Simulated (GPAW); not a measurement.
CdS (Greenockite):

```
Cd S
1.0
     4.15000    0.00000    0.00000
    -2.07500    3.59401    0.00000
     0.00000    0.00000    6.73700
Cd S
2 2
Direct
  0.66667 0.33333 0.50000
  0.33333 0.66667 0.00000
  0.66667 0.33333 0.87500
  0.33333 0.66667 0.37500
```

Base run:

| Property | Result |
| --- | --- |
| Program | GPAW 26.7.0 |
| Functional | PBE |
| Potentials or basis | GPAW PAW data sets (gpaw-data 1.2.1) |
| Cutoff | 600 eV |
| Basis | pw |
| k mesh | 6 × 6 × 3 |
| Occupations | fermi-dirac, width 0.05 eV |
| Spin | no spin polarisation |

Its results: band gap on the k mesh 1.18 eV, direct; pressure 1.8 GPa; largest force 0.067 eV/Å.

Problem. The run is repeated on the same cell with these changes: potentials or basis from GPAW PAW data sets (gpaw-data 1.2.1) to GPAW PAW data sets (gpaw-data 1.2.1), newer versions; cutoff from 600 eV to 450 eV. What comes out?

Solution. Band gap on the k mesh 1.18 eV, direct; pressure 1.1 GPa; largest force 0.067 eV/Å.

Caveats: the cutoff is short for stress and forces, so pressures can be off by a GPa or more (some runs); an odd mesh through Γ misses points on the zone boundary, where band edges often lie (some runs).

Not every run made on this cell is shown here.
